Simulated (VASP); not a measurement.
## BaO (strained rocksalt): a r²SCAN single-point calculation in VASP

INCAR

```
IBRION = -1
NELM = 120
ISIF = 2
EDIFF = 1E-7
ENCUT = 520
NSW = 0
SIGMA = 0.01
ALGO = Normal
LASPH = .TRUE.
ISMEAR = 0
LWAVE = .FALSE.
METAGGA = R2SCAN
LCHARG = .FALSE.
LREAL = .FALSE.
PREC = Accurate
NBANDS = 15
```

KPOINTS

```
KPOINTS created by Atomic Simulation Environment
0
Gamma
8 8 8
0 0 0
```

KPOINTS_OPT

```
special points
7
Reciprocal
0.0000000000 0.0000000000 0.0000000000 1
0.5000000000 0.0000000000 0.5000000000 1
0.6250000000 0.2500000000 0.6250000000 1
0.3750000000 0.3750000000 0.7500000000 1
0.5000000000 0.5000000000 0.5000000000 1
0.5000000000 0.2500000000 0.7500000000 1
0.0000000000 0.5000000000 0.5000000000 1
```

POSCAR

```
Ba O
 1.0000000000000000
     0.0000000000000000    2.7165038293000001    2.7165038293000001
     2.7165038293000001    0.0000000000000000    2.7165038293000001
     2.7165038293000001    2.7165038293000001    0.0000000000000000
 Ba  O
   1   1
Cartesian
  0.0000000000000000  0.0000000000000000  0.0000000000000000
  2.7165038292999997  2.7165038292999997  2.7165038292999997
```

VASP ran with the recommended PBE PAW datasets (16 valence electrons in the cell).

Command

```
mpirun -np 1 vasp_std
```

OSZICAR

```
N       E                     dE             d eps       ncg     rms          rms(c)
DAV:   1     0.528182207053E+02    0.52818E+02   -0.79658E+03   870   0.102E+03
DAV:   2    -0.411623144851E+02   -0.93981E+02   -0.83865E+02  1226   0.211E+02
DAV:   3    -0.452509170781E+02   -0.40886E+01   -0.40474E+01  1077   0.436E+01
DAV:   4    -0.452965795801E+02   -0.45663E-01   -0.45645E-01  1039   0.492E+00
DAV:   5    -0.452973069840E+02   -0.72740E-03   -0.72740E-03  1075   0.516E-01    0.933E+00
DAV:   6    -0.376180126045E+02    0.76793E+01   -0.53474E+00  1010   0.203E+01    0.433E+00
DAV:   7    -0.377548383482E+02   -0.13683E+00   -0.22782E-01   961   0.408E+00    0.242E+00
DAV:   8    -0.377554001945E+02   -0.56185E-03   -0.12007E-01   891   0.342E+00    0.508E-01
DAV:   9    -0.377531954103E+02    0.22048E-02   -0.23593E-02  1129   0.118E+00    0.257E-01
DAV:  10    -0.377544206729E+02   -0.12253E-02   -0.10488E-02   898   0.912E-01    0.296E-01
DAV:  11    -0.377525286779E+02    0.18920E-02   -0.41659E-03   940   0.505E-01    0.119E-02
DAV:  12    -0.377525227144E+02    0.59636E-05   -0.17278E-04   948   0.119E-01    0.325E-02
DAV:  13    -0.377525107829E+02    0.11931E-04   -0.68410E-06  1059   0.268E-02    0.113E-02
DAV:  14    -0.377525083780E+02    0.24050E-05   -0.12154E-05   968   0.265E-02    0.632E-03
DAV:  15    -0.377525085676E+02   -0.18963E-06   -0.69376E-07   968   0.731E-03    0.465E-03
DAV:  16    -0.377525085873E+02   -0.19681E-07   -0.44140E-08   492   0.167E-03
   1 F= -.37752509E+02 E0= -.37752509E+02  d E =-.276190E-14
       N       E                     dE             ncg
DAV:   1     0.197513362676E+03   -0.39008E+04      210
DAV:   2    -0.391138792443E+03   -0.58865E+03      301
DAV:   3    -0.414387134439E+03   -0.23248E+02      276
DAV:   4    -0.414549969978E+03   -0.16284E+00      266
DAV:   5    -0.414552612874E+03   -0.26429E-02      246
DAV:   6    -0.414552641829E+03   -0.28954E-04      260
DAV:   7    -0.414552642181E+03   -0.35258E-06      243
DAV:   8    -0.414552642188E+03   -0.73455E-08      189
```

From OUTCAR

```
k-points           NKPTS =     29   k-points in BZ     NKDIM =     29   number of bands    NBANDS=     15

   NELECT =      16.0000    total number of electrons

   dimension x,y,z NGX =    30 NGY =   30 NGZ =   30
   dimension x,y,z NGXF=    60 NGYF=   60 NGZF=   60

  energy-cutoff  :      520.00
  volume of cell :       40.09
      direct lattice vectors                 reciprocal lattice vectors
     0.000000000  2.716503829  2.716503829    -0.184060112  0.184060112  0.184060112
     2.716503829  0.000000000  2.716503829     0.184060112 -0.184060112  0.184060112
     2.716503829  2.716503829  0.000000000     0.184060112  0.184060112 -0.184060112

 k-points in reciprocal lattice and weights: KPOINTS created by Atomic Simulation Env
   0.00000000  0.00000000  0.00000000       0.002
   0.12500000  0.00000000  0.00000000       0.016
   0.25000000  0.00000000  0.00000000       0.016
   0.37500000  0.00000000  0.00000000       0.016
   0.50000000  0.00000000  0.00000000       0.008
   0.12500000  0.12500000  0.00000000       0.012
   0.25000000  0.12500000  0.00000000       0.047
   0.37500000  0.12500000  0.00000000       0.047
   ...

 E-fermi :   2.1366

 k-point     1 :       0.0000    0.0000    0.0000
  band No.  band energies     occupation
      1     -24.6296      2.00000
      2     -14.0828      2.00000
      3      -8.5790      2.00000
      4      -8.5790      2.00000
      5      -8.5790      2.00000
      6       1.5452      2.00000
      7       1.5452      2.00000
      8       1.5452      2.00000
      9       6.4811      0.00000
     10       7.1546      0.00000
     11       7.1546      0.00000
     12       7.1546      0.00000
     13       9.7493      0.00000
     14       9.7493      0.00000
     15      12.5008      0.00000

 k-point     2 :       0.1250    0.0000    0.0000
  band No.  band energies     occupation
      1     -24.5813      2.00000
      2     -14.2066      2.00000
      3      -8.6262      2.00000
      4      -8.5985      2.00000
      5      -8.5985      2.00000
      6       1.2195      2.00000
      7       1.3251      2.00000
      8       1.3251      2.00000
      9       6.9342      0.00000
     10       7.2138      0.00000
     11       7.4710      0.00000
     12       7.4710      0.00000
     13      10.1969      0.00000
     14      10.1969      0.00000
     15      13.5580      0.00000

 k-point     3 :       0.2500    0.0000    0.0000
  band No.  band energies     occupation
      1     -24.4611      2.00000
      2     -14.5081      2.00000
      3      -8.7323      2.00000
      4      -8.6442      2.00000
      5      -8.6442      2.00000
      6       0.5837      2.00000
      7       0.8551      2.00000
      8       0.8551      2.00000
      9       6.9111      0.00000
     10       8.3307      0.00000
     11       8.3307      0.00000
     12       8.7929      0.00000
     13      11.3051      0.00000
     14      11.3051      0.00000
     15      15.8598      0.00000

 k-point     4 :       0.3750    0.0000    0.0000
  band No.  band energies     occupation
      1     -24.3350      2.00000
      2     -14.8134      2.00000
      3      -8.8280      2.00000
      4      -8.6882      2.00000
      5      -8.6882      2.00000
      6       0.0605      2.00000
      7       0.4479      2.00000
      8       0.4479      2.00000
      9       7.2212      0.00000
     10       9.3851      0.00000
     11       9.3851      0.00000
     12      10.4377      0.00000
     13      12.6844      0.00000
     14      12.6844      0.00000
     15      17.1679      0.00000

 k-point     5 :       0.5000    0.0000    0.0000
  band No.  band energies     occupation
      1     -24.2809      2.00000
      2     -14.9410      2.00000
      3      -8.8648      2.00000
      4      -8.7059      2.00000
      5      -8.7059      2.00000
      6      -0.1357      2.00000
      7       0.2930      2.00000
      8       0.2930      2.00000
      9       7.4487      0.00000
     10       9.9045      0.00000
     11       9.9045      0.00000
     12      11.1137      0.00000
     13      13.6870      0.00000
     14      13.6870      0.00000
     15      16.6309      0.00000

 k-point     6 :       0.1250    0.1250    0.0000
  band No.  band energies     occupation
      1     -24.5658      2.00000
      2     -14.2278      2.00000
      3      -8.6873      2.00000
      4      -8.6873      2.00000
      5      -8.5372      2.00000
      6       0.8246      2.00000
      7       1.5299      2.00000
      8       1.5299      2.00000
      9       6.4238      0.00000
     10       7.1735      0.00000
     11       7.8520      0.00000
     12       7.8520      0.00000
     13       9.9847      0.00000
     14      10.6559      0.00000
     15      13.8485      0.00000

 k-point     7 :       0.2500    0.1250    0.0000
  band No.  band energies     occupation
      1     -24.4707      2.00000
      2     -14.4255      2.00000
      3      -8.8027      2.00000
      4      -8.7810      2.00000
      5      -8.6311      2.00000
      6       0.4487      2.00000
      7       1.2595      2.00000
      8       1.3266      2.00000
      9       6.1533      0.00000
     10       8.0045      0.00000
     11       8.7242      0.00000
     12       8.7379      0.00000
     13      10.6650      0.00000
     14      11.5676      0.00000
     15      15.6942      0.00000

 k-point     8 :       0.3750    0.1250    0.0000
  band No.  band energies     occupation
      1     -24.3472      2.00000
      2     -14.6899      2.00000
      3      -8.9100      2.00000
      4      -8.8259      2.00000
      5      -8.8070      2.00000
      6       0.2974      2.00000
      7       0.7379      2.00000
      8       0.8957      2.00000
      9       6.5530      0.00000
     10       8.7473      0.00000
     11       9.7026      0.00000
     12      10.2328      0.00000
     13      12.0776      0.00000
     14      12.5564      0.00000
     15      17.3081      0.00000

 k-point     9 :       0.5000    0.1250    0.0000
  band No.  band energies     occupation
      1     -24.2686      2.00000
      2     -14.8620      2.00000
      3      -9.0384      2.00000
      4      -8.8727      2.00000
      5      -8.7975      2.00000
      6       0.1937      2.00000
      7       0.5167      2.00000
      8       0.5423      2.00000
      9       7.2780      0.00000
     10       8.9340      0.00000
     11      10.1497      0.00000
     12      11.3584      0.00000
     13      13.4296      0.00000
     14      13.6782      0.00000
     15      16.4820      0.00000

 k-point    10 :      -0.3750    0.1250    0.0000
  band No.  band energies     occupation
      1     -24.2860      2.00000
      2     -14.8345      2.00000
      3      -9.1004      2.00000
      4      -8.8146      2.00000
      5      -8.7113      2.00000
      6       0.0866      2.00000
      7       0.3641      2.00000
      8       0.8587      2.00000
      9       7.3419      0.00000
     10       8.9814      0.00000
     11       9.5927      0.00000
     12      10.9953      0.00000
     13      13.0632      0.00000
     14      13.8269      0.00000
     15      16.1760      0.00000

 k-point    11 :      -0.2500    0.1250    0.0000
  band No.  band energies     occupation
      1     -24.3878      2.00000
      2     -14.6278      2.00000
      3      -9.0111      2.00000
      4      -8.7132      2.00000
      5      -8.6161      2.00000
      6       0.2745      2.00000
      7       0.5004      2.00000
      8       1.2797      2.00000
      9       6.8502      0.00000
     10       8.5201      0.00000
     11       8.6613      0.00000
     12       9.7765      0.00000
     13      12.1022      0.00000
     14      12.1310      0.00000
     15      17.0197      0.00000

 k-point    12 :      -0.1250    0.1250    0.0000
  band No.  band energies     occupation
      1     -24.5094      2.00000
      2     -14.3694      2.00000
      3      -8.8074      2.00000
      4      -8.6301      2.00000
      5      -8.5685      2.00000
      6       0.7164      2.00000
      7       0.8812      2.00000
      8       1.5037      2.00000
      9       6.7110      0.00000
     10       7.7081      0.00000
     11       7.7603      0.00000
     12       8.5632      0.00000
     13      10.6663      0.00000
     14      11.0664      0.00000
     15      14.9804      0.00000

 k-point    13 :       0.2500    0.2500    0.0000
  band No.  band energies     occupation
      1     -24.4115      2.00000
      2     -14.4340      2.00000
      3      -8.9390      2.00000
      4      -8.9390      2.00000
      5      -8.9084      2.00000
      6       0.5008      2.00000
      7       1.5852      2.00000
      8       1.5852      2.00000
      9       5.2658      0.00000
     10       8.2023      0.00000
     11       9.6072      0.00000
     12       9.6072      0.00000
     13      10.6333      0.00000
     14      11.9409      0.00000
     15      16.8400      0.00000

 ...

  Total        1.8545059      1.8545059      1.8545059      0.0000000      0.0000000      0.0000000
  in kB       74.1101769     74.1101769     74.1101769      0.0000000      0.0000000      0.0000000
  external PRESSURE =      74.1101769 kB  Pullay stress =       0.0000000 kB

 POSITION                                       TOTAL-FORCE (eV/Angst)
 -----------------------------------------------------------------------------------
      0.00000      0.00000      0.00000         0.000000      0.000000     -0.000000
      2.71650      2.71650      2.71650        -0.000000     -0.000000      0.000000
 -----------------------------------------------------------------------------------
    total drift:                                0.000000      0.000000      0.000000

  FREE ENERGIE OF THE ION-ELECTRON SYSTEM (eV)
  ---------------------------------------------------
  free  energy   TOTEN  =       -37.7525085873 eV

  energy  without entropy=      -37.7525085873  energy(sigma->0) =      -37.75250859
```

The gap between bands v and c is 2.09 eV, the least direct gap is 2.09 eV and the pressure is 7.4 GPa.

Band v is the last that the valence electrons fill when counted band by band, and c is the next.

The run took about 90 s on one core of a shared host (Intel Xeon Platinum 8488C) and held 0.17 GiB at most.
